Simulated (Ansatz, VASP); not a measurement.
# MgSi2N2 in VASP and in Ansatz

```
Mg Si N
1.0
     1.63321   -4.13274    0.00000
     1.63321    4.13274    0.00000
     0.00000    0.00000    5.43501
Mg Si N
1 2 2
Cartesian
  1.6332 0.0000 2.7175
  1.6332 2.9136 0.0000
  1.6332 -2.9136 0.0000
  0.0000 0.0000 1.2955
  0.0000 0.0000 4.1395
```

Alike in both runs: functional PBE; k mesh 4 × 4 × 4; occupations gaussian, width 0.1 eV; no spin polarisation.

Ansatz relaxed the structure, and its values are those at the end. VASP's run is a single point on that final structure, the one shown.

|  | VASP | Ansatz |
| --- | --- | --- |
| version | VASP 6.6.1 | Ansatz 0.2.0 |
| potentials or method | VASP PAW PBE potentials, release 64 (Mg, Si, N) | scalar-relativistic, plane waves, PAW |
| plane-wave cutoff (eV) | 520 | 420 |
| valence electrons in the cell | 20 | 28 |

```tsv
	VASP	Ansatz	Ansatz less VASP
gap on the k mesh at the Fermi level (eV)	none	none	-
pressure (GPa)	-0.1	0.1	+0.17
rms of the force components (eV/Å)	0.010	0.001	-0.0094
```

A gap of «none» marks a metal or a gap that the smearing closes. The two sets of potentials don't hold the same shells in valence.

Caveats: the k mesh is coarse (spacing up to 0.52 Å⁻¹), so the values aren't converged.
